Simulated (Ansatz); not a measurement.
# C (Fd-3m) in Ansatz: a series of runs

Aim: see how the results for C move with the level of theory and the settings. Levels: PBE, revPBE. Tasks: single point, relaxation of cell and atoms.

Everything below comes from runs of Ansatz 0.2.0. Logs are shortened: lines on timing, memory, paths and dates and some standing lists are left out, and cuts for length are marked.

## Step 1: Starting point

The structure is cubic, space group Fd-3m (No. 227). The conventional cell has a = 3.567 Å, b = 3.567 Å, c = 3.567 Å, α = 90.00°, β = 90.00°, γ = 90.00°. C (site symmetry -43m) has 4 C at 1.54 Å as nearest neighbours.

This isn't the form of C at room conditions, which is graphite.

## Step 2: Single point, PBE

File input.yaml:

```yaml
crystal:
  lattice:
    - [0.0, 1.78337, 1.78337]
    - [1.78337, 0.0, 1.78337]
    - [1.78337, 1.78337, 0.0]
  atoms:
    - { symbol: C, position: [0.75, 0.75, 0.75] }
    - { symbol: C, position: [0.5, 0.5, 0.5] }
kpoints:
  mp_grid: { grid: [13, 13, 13] }
scf:
  occupations: { method: gaussian, width: 0.029 }
hamiltonian:
  xc: pbe
  pseudopotentials: { kind: all_electron, lapw: { basis_error: 0.001 } }
output:
  forces: true
  stress: true
  eigenvalues: true
```

Potentials or basis: all-electron LAPW, scalar-relativistic.

Run with:

```
$ ansatz run input.yaml --threads 1 --pin off --max-ram 3072MiB --backend cpu --events-out ev --progress --plain --runs-dir out
```

Standard output:

```text
Warning: RAYON_NUM_THREADS=1 ignored (pool sized by the plan → 1); use --threads N
LAPW: plane waves up to 10.857 Å⁻¹, error target 1.0e-3 eV per atom; small_component_spin mean_spin; C in spheres of 0.772 Å, 6 of its electrons in bands, Dirac shells [] (how accurate: hamiltonian.pseudopotentials.lapw.basis_error, Limitations)
Engine: ansatz 0.2.0, aarch64-unknown-linux-gnu
Pseudopotentials: kind: all_electron
Pseudopotential: C, LAPW, valence charge 6, lapw/all_electron/scalar/gaussian/C, Koelling and Harmon's equation, gaussian nucleus
Functional definition: PBE
  parameter kappa = 0.804
  parameter beta = 0.06672455060314922
  exchange = pbe_x(kappa = kappa, mu = beta*pi^2/3)
  correlation = pbe_c(beta = beta)
Crystal: 2 atoms, lattice volume = 11.344 Å³
Basis set: ecut = 449.0848319202388 eV, 259 PW (Γ), exchange–correlation at level 2
Bands: 10, of which v1, the nominal top of the filled ones, is band 6 counted from 1 (5 counted from 0)
Symmetry: 48 space group operations
Space group: Fd-3m (ITA 227), of the structure as read, at distance tolerance 2.2e-5 Å
k-points: 84 of 2197
Non-local potential: C, projectors of the file, none
Initial density: superposition of atomic densities (chi_scale 0.1, normalization cell)
Initial wavefunctions: plane waves of lowest kinetic energy (no species holds an atomic orbital)
Functional: x = pbe(κ = 0.804, μ = 0.2195149727645171), c = pbe(β = 0.06672455060314922)
iter 1 solved again at ethr=1.23e-2 eV; its pass at ethr=1.00e-1 eV (dr2=1.47e0 eV) is discarded
SCF iter   1: F=—  HF=-2074.076319 eV  |F-HF|=—  |Δ(HF+E_count)|=         —  Δρ=1.35e-1  dr2=1.47e0  ethr=1.23e-2  ⟨swp⟩=2.0  Hψ=6206  notcnv=0
preconditioner: auto → none  [insulator: Δε(μ)=4.850 eV  Ē_g=19.621 eV  σ=0.029 eV  W_gap=1.00  n_scr=0 (ndim 8)  ℏωp=31.2 eV  f_vac=0.000  D(μ)=0.00/eV (n_scr^D=0)  ε∞_Penn≈3.5]
SCF iter   2: F=—  HF=-2073.531223 eV  |F-HF|=—  |Δ(HF+E_count)|=   5.45e-1  Δρ=5.39e-2  dr2=2.18e-1  ethr=1.23e-2  ⟨swp⟩=3.0  Hψ=2329  notcnv=0
iter 3 solved again at ethr=6.56e-6 eV; its pass at ethr=1.81e-3 eV (dr2=7.87e-4 eV) is discarded
SCF iter   3: F=—  HF=-2073.466860 eV  |F-HF|=—  |Δ(HF+E_count)|=   6.44e-2  Δρ=4.44e-3  dr2=7.80e-4  ethr=6.56e-6  ⟨swp⟩=2.4  Hψ=4425  notcnv=0
SCF iter   4: F=—  HF=-2073.467296 eV  |F-HF|=—  |Δ(HF+E_count)|=         —  Δρ=2.96e-4  dr2=2.57e-6  ethr=6.50e-6  ⟨swp⟩=2.2  Hψ=2005  notcnv=0
the basis was enlarged: its passes take 66.6 KiB over the memory plan, 1 of 1 planned eigensolver slots
SCF iter   5: F=-2073.467302 eV  HF=-2073.467302 eV  |F-HF|=6.47e-8  |Δ(HF+E_count)|=   6.17e-6  Δρ=3.04e-5  dr2=2.84e-8  ethr=2.14e-8  ⟨swp⟩=3.0  Hψ=2183  notcnv=0
SCF 1 converged in 5 iterations: F = -2073.467302 eV  dr2 = 2.84e-8
SCF converged after 5 iterations
Free energy (F): -2073.467302 eV
Harris-Foulkes:  -2073.467302 eV  (|F-HF|=6.47e-8)
Internal energy: -2073.467302 eV  (E = F + TS)
E sigma→0 (E₀):  -2073.467302 eV
Fermi energy:    15.703381 eV
--- Per-component energies (eV) ---
  E_band       = -971.385268
  E_kinetic    = 2066.200964
  E_xc         = -295.486132
  E_electrostatic = -3844.182134  (all electrons and nuclei)
  E_smearing   = -0.000000  (= −TS)
  E_closure    = 0.000000  (closes the sum)
  E_atoms      = -2055.265647  (free atoms, spherical and without spin; not in F)
  Σ components = -2073.467302   (vs F -2073.467302, Δ=0.00e0)
  Basis errors (estimates in eV, not in F): energy 6.3e-4 per atom: plane waves 6.1e-4 (3.9e-4 summed), levels above the bands 0.0e0, relativity 1.1e-8, radial functions 1.9e-5, core shells 0.0e0; eigenvalues (radial functions only) 1.7e-6; not estimated: angular momenta, meshes, grids; target (lapw.basis_error) 1.0e-3; muffin-tin radii C 0.772 Å
--- Forces (eV/Å), atoms counted from 1 ---
  atom   1  C      0.00000000     0.00000000    -0.00000000
  atom   2  C      0.00000000     0.00000000     0.00000000
  max |Σ_I F_I| component: 5.55e-17 eV/Å
--- Stress (GPa, compression-positive) ---
        1.754318      -0.000000       0.000000
       -0.000000       1.754318      -0.000000
        0.000000      -0.000000       1.754318
  P = ⅓ Tr σ = 1.7543 GPa (17.543 kbar)
--- Band table (eV; the first three rows and the last of 84) ---
  k-point 0: bands = ["-252.1679", "-252.1562", "-7.8415", "13.6282", "13.6282", "13.6282", "19.2283", "19.2283", "19.2283", "26.9665"]
  k-point 1: bands = ["-252.1678", "-252.1563", "-7.6777", "12.5644", "13.3500", "13.3500", "19.5930", "19.5930", "19.8555", "27.1070"]
  k-point 2: bands = ["-252.1674", "-252.1567", "-7.1881", "10.2976", "12.7220", "12.7220", "20.4196", "20.4196", "20.8792", "27.5151"]
  k-point 83: bands = ["-252.1626", "-252.1615", "0.8545", "2.3038", "4.9852", "5.9644", "23.8284", "23.9131", "25.7233", "27.0239"]
```

Run time: 5.2 s. Hardware: 1 thread of Arm Neoverse V1, shared host; peak memory 0.24 GiB.

Results:

| Quantity | Value |
| --- | --- |
| Free energy | -2073.4673 eV |
| Pressure | 1.8 GPa |
| Band gap on the k mesh | 4.15 eV, indirect (least direct gap 5.60 eV) |

Caveat: an odd mesh through Γ misses points on the zone boundary, where band edges often lie.

## Step 3: Single point, PBE

Changes to input.yaml since step 2:

```diff
@@ -11,3 +11,3 @@
 scf:
-  occupations: { method: gaussian, width: 0.029 }
+  occupations: { method: gaussian, width: 0.028 }
 hamiltonian:
```

Potentials or basis: all-electron LAPW, scalar-relativistic.

Run with:

```
$ ansatz run input.yaml --threads 1 --pin off --max-ram 3072MiB --backend cpu --events-out ev --progress --plain --runs-dir out
```

Standard output:

```text
Warning: RAYON_NUM_THREADS=1 ignored (pool sized by the plan → 1); use --threads N
LAPW: plane waves up to 10.857 Å⁻¹, error target 1.0e-3 eV per atom; small_component_spin mean_spin; C in spheres of 0.772 Å, 6 of its electrons in bands, Dirac shells [] (how accurate: hamiltonian.pseudopotentials.lapw.basis_error, Limitations)
[... 8 set-up lines as earlier in the session ...]
Crystal: 2 atoms, lattice volume = 11.344 Å³
Basis set: ecut = 449.0848319202388 eV, 259 PW (Γ), exchange–correlation at level 2
Bands: 10, of which v1, the nominal top of the filled ones, is band 6 counted from 1 (5 counted from 0)
[... 2 set-up lines as earlier in the session ...]
k-points: 84 of 2197
[... 4 set-up lines as earlier in the session ...]
iter 1 solved again at ethr=1.23e-2 eV; its pass at ethr=1.00e-1 eV (dr2=1.47e0 eV) is discarded
SCF iter   1: F=—  HF=-2074.076319 eV  |F-HF|=—  |Δ(HF+E_count)|=         —  Δρ=1.35e-1  dr2=1.47e0  ethr=1.23e-2  ⟨swp⟩=2.0  Hψ=6206  notcnv=0
preconditioner: auto → none  [insulator: Δε(μ)=4.850 eV  Ē_g=19.621 eV  σ=0.028 eV  W_gap=1.00  n_scr=0 (ndim 8)  ℏωp=31.2 eV  f_vac=0.000  D(μ)=0.00/eV (n_scr^D=0)  ε∞_Penn≈3.5]
SCF iter   2: F=—  HF=-2073.531223 eV  |F-HF|=—  |Δ(HF+E_count)|=   5.45e-1  Δρ=5.39e-2  dr2=2.18e-1  ethr=1.23e-2  ⟨swp⟩=3.0  Hψ=2329  notcnv=0
iter 3 solved again at ethr=6.56e-6 eV; its pass at ethr=1.81e-3 eV (dr2=7.87e-4 eV) is discarded
SCF iter   3: F=—  HF=-2073.466860 eV  |F-HF|=—  |Δ(HF+E_count)|=   6.44e-2  Δρ=4.44e-3  dr2=7.80e-4  ethr=6.56e-6  ⟨swp⟩=2.4  Hψ=4425  notcnv=0
SCF iter   4: F=—  HF=-2073.467296 eV  |F-HF|=—  |Δ(HF+E_count)|=         —  Δρ=2.96e-4  dr2=2.57e-6  ethr=6.50e-6  ⟨swp⟩=2.2  Hψ=2018  notcnv=0
the basis was enlarged: its passes take 66.6 KiB over the memory plan, 1 of 1 planned eigensolver slots
SCF iter   5: F=-2073.467302 eV  HF=-2073.467302 eV  |F-HF|=6.48e-8  |Δ(HF+E_count)|=   6.17e-6  Δρ=3.04e-5  dr2=2.84e-8  ethr=2.14e-8  ⟨swp⟩=3.0  Hψ=2184  notcnv=0
SCF 1 converged in 5 iterations: F = -2073.467302 eV  dr2 = 2.84e-8
SCF converged after 5 iterations
Free energy (F): -2073.467302 eV
Harris-Foulkes:  -2073.467302 eV  (|F-HF|=6.48e-8)
Internal energy: -2073.467302 eV  (E = F + TS)
E sigma→0 (E₀):  -2073.467302 eV
Fermi energy:    15.703386 eV
--- Per-component energies (eV) ---
  E_band       = -971.385268
  E_kinetic    = 2066.200963
  E_xc         = -295.486132
  E_electrostatic = -3844.182133  (all electrons and nuclei)
  E_smearing   = -0.000000  (= −TS)
  E_closure    = -0.000000  (closes the sum)
  E_atoms      = -2055.265647  (free atoms, spherical and without spin; not in F)
  Σ components = -2073.467302   (vs F -2073.467302, Δ=0.00e0)
  Basis errors (estimates in eV, not in F): energy 6.3e-4 per atom: plane waves 6.1e-4 (3.9e-4 summed), levels above the bands 0.0e0, relativity 1.1e-8, radial functions 1.9e-5, core shells 0.0e0; eigenvalues (radial functions only) 1.7e-6; not estimated: angular momenta, meshes, grids; target (lapw.basis_error) 1.0e-3; muffin-tin radii C 0.772 Å
--- Forces (eV/Å), atoms counted from 1 ---
  atom   1  C      0.00000000     0.00000000    -0.00000000
  atom   2  C      0.00000000     0.00000000     0.00000000
  max |Σ_I F_I| component: 9.25e-17 eV/Å
--- Stress (GPa, compression-positive) ---
        1.754315      -0.000000       0.000000
       -0.000000       1.754315      -0.000000
        0.000000      -0.000000       1.754315
  P = ⅓ Tr σ = 1.7543 GPa (17.543 kbar)
--- Band table (eV; the first three rows and the last of 84) ---
  k-point 0: bands = ["-252.1679", "-252.1562", "-7.8415", "13.6282", "13.6282", "13.6282", "19.2283", "19.2283", "19.2283", "26.9665"]
  k-point 1: bands = ["-252.1678", "-252.1563", "-7.6777", "12.5644", "13.3500", "13.3500", "19.5930", "19.5930", "19.8555", "27.1070"]
  k-point 2: bands = ["-252.1674", "-252.1567", "-7.1881", "10.2976", "12.7220", "12.7220", "20.4196", "20.4196", "20.8792", "27.5151"]
  k-point 83: bands = ["-252.1626", "-252.1615", "0.8545", "2.3038", "4.9852", "5.9644", "23.8284", "23.9131", "25.7233", "27.0239"]
```

It took 5.1 s on 1 thread of Arm Neoverse V1, shared host; peak memory 0.24 GiB.

What came out:

* Free energy: -2073.4673 eV
* Pressure: 1.8 GPa
* Band gap on the k mesh: 4.15 eV, indirect (least direct gap 5.60 eV)

Levels at points of the mesh, in eV from the valence-band top:
| k point | band 3 | band 4 | band 5 | band 6 | band 7 | band 8 | band 9 | band 10 |
| --- | --- | --- | --- | --- | --- | --- | --- | --- |
| (0.00, 0.00, 0.00) | -21.47 | 0.00 | 0.00 | 0.00 | 5.60 | 5.60 | 5.60 | 13.34 |

Caveat: an odd mesh through Γ misses points on the zone boundary, where band edges often lie.

## Step 4: Single point, PBE

Changes to input.yaml since step 3:

```diff
@@ -11,3 +11,3 @@
 scf:
-  occupations: { method: gaussian, width: 0.028 }
+  occupations: { method: gaussian, width: 0.027 }
 hamiltonian:
```

Run with:

```
$ ansatz run input.yaml --threads 1 --pin off --max-ram 3072MiB --backend cpu --events-out ev --progress --plain --runs-dir out
```

It took 5.2 s on 1 thread of Arm Neoverse V1, shared host; peak memory 0.24 GiB.

The run converged. Its results:

| Quantity | Value |
| --- | --- |
| Free energy | -2073.4673 eV |
| Pressure | 1.8 GPa |
| Band gap on the k mesh | 4.15 eV, indirect (least direct gap 5.60 eV) |

Levels at points of the mesh, in eV from the valence-band top:
| k point | band 3 | band 4 | band 5 | band 6 | band 7 | band 8 | band 9 | band 10 |
| --- | --- | --- | --- | --- | --- | --- | --- | --- |
| (0.00, 0.00, 0.00) | -21.47 | 0.00 | 0.00 | 0.00 | 5.60 | 5.60 | 5.60 | 13.34 |

Caveat: an odd mesh through Γ misses points on the zone boundary, where band edges often lie.

(Part 1 of 2 ends here.)
